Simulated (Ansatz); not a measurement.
Crystal: KTaO3.

```xyz
5
Lattice="3.9883 0.0000 0.0000 0.0000 3.9883 0.0000 0.0000 0.0000 3.9883" Properties=species:S:1:pos:R:3 pbc="T T T"
Ta    0.0000    0.0000    0.0000
K     1.9942    1.9942    1.9942
O     0.0000    0.0000    1.9942
O     0.0000    1.9942    0.0000
O     1.9942    0.0000    0.0000
```

Base run:

* Program: Ansatz 0.2.0
* Functional: PBE
* Potentials or basis: JTH PAW
* Cutoff: 1380 eV (not typed: the program's choice for these potentials)
* k mesh: 7 × 7 × 7
* Occupations: fermi-dirac, width 0.05 eV
* Spin: no spin polarisation

Its results: band gap on the k mesh 2.24 eV, indirect (least direct gap 2.80 eV); pressure 5.9 GPa.

Q: The run is repeated on the same cell with these changes: potentials or basis from JTH PAW to PseudoDojo stringent (PBE files); cutoff from 1380 eV (not typed: the program's choice for these potentials) to 1796 eV; valence electrons from 40 to 54. What comes out?

A: Band gap on the k mesh 2.30 eV, indirect (least direct gap 2.85 eV); pressure 4.9 GPa.

Caveats: odd divisions of the mesh miss points on the zone boundary, where band edges often lie, so the gap on the mesh can be too wide; spin-orbit coupling is left out, which moves the levels of the heavy elements.

A k mesh can miss the band edges.
